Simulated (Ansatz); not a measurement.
Write the native input for Ansatz 0.2.0 that does the following.

* Task: Born charges and dielectric tensor
* Functional: PBEsol
* Potentials or basis: all-electron PAW datasets made for the crystal
* Cutoff: 490 eV (chosen from the basis error)
* k mesh: 10 × 10 × 10
* Occupations: fixed
* Spin: no spin polarisation

Crystal: GaN.

```
CELL_PARAMETERS angstrom
0.00000 2.25350 2.25350
2.25350 0.00000 2.25350
2.25350 2.25350 0.00000
ATOMIC_POSITIONS crystal
Ga 0.00000 0.00000 0.00000
N 0.25000 0.25000 0.25000
```

The cell is a database's computed one.

One way to write it, as run:

input.yaml

```yaml
crystal:
  lattice:
    - [0.0, 2.2535006075, 2.2535006075]
    - [2.2535006075, 0.0, 2.2535006075]
    - [2.2535006075, 2.2535006075, 0.0]
  atoms:
    - { symbol: Ga, position: [0.0, 0.0, 0.0] }
    - { symbol: "N", position: [0.25, 0.25, 0.25] }
kpoints:
  mp_grid: { grid: [10, 10, 10] }
scf:
  occupations: { method: fixed }
hamiltonian:
  xc: pbesol
  pseudopotentials: { kind: all_electron, datasets: crystal }
output: {}
dielectric: {}
```

Potentials or basis: all-electron PAW datasets made for the crystal.

Launch:

```bash
$ ansatz run input.yaml --threads 1 --pin off --max-ram 3072MiB --backend cpu --events-out ev --progress --plain --runs-dir out
```

It gave:

The band gap on the k mesh is 1.68 eV, direct, the electronic dielectric tensor (diagonal) is 6.00 and the born charges (mean of the diagonal) is Ga +2.66; N -2.66 e.

Caveat: the program warned that the printed levels may be off, so bands, gaps and densities of states are rough.

Wall time 5.2 min on 1 thread of Intel(R) Xeon(R) Processor @ 2.50GHz (Skylake/Cascade Lake), on a shared host, peak memory 1.5 GiB.
